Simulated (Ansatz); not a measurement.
Convergence of KF

```yaml
crystal:
  lattice:
    - [0.00000, 2.67350, 2.67350]
    - [2.67350, 0.00000, 2.67350]
    - [2.67350, 2.67350, 0.00000]
  atoms:
    - { symbol: K, position: [0.00000, 0.00000, 0.00000] }
    - { symbol: F, position: [0.50000, 0.50000, 0.50000] }
```

Atoms are numbered in the order listed.

The cell is COD entry 9008652, as deposited and not checked against the literature; nothing was relaxed.

Computed with Ansatz 0.2.0, DFT, PBE, PAW with Ansatz's default frozen-core files, scalar-relativistic.

Settings: a Γ-centred 9×9×9 k mesh, Fermi–Dirac smearing of 0.01 eV, cutoff 420 eV, no spin polarisation. One setting is then changed at a time.

P includes the program's estimate of the Pulay (finite-basis) term, listed apart; without it the pressure would be far more sensitive to the cutoff.

```tsv
PAW cutoff (eV)	free energy less the base's (meV/atom)	P (GPa)	Pulay term in P (GPa)	gap on the mesh (eV)
420 (base)	0.0	1.31	0.31	6.172
250	1501	0.73	59.30	6.167
300	334	1.17	18.01	6.190
500	-2.2	1.32	0.00	6.172
600	-2.6	1.32	0.01	6.172
800	-2.9	1.32	0.01	6.171
```
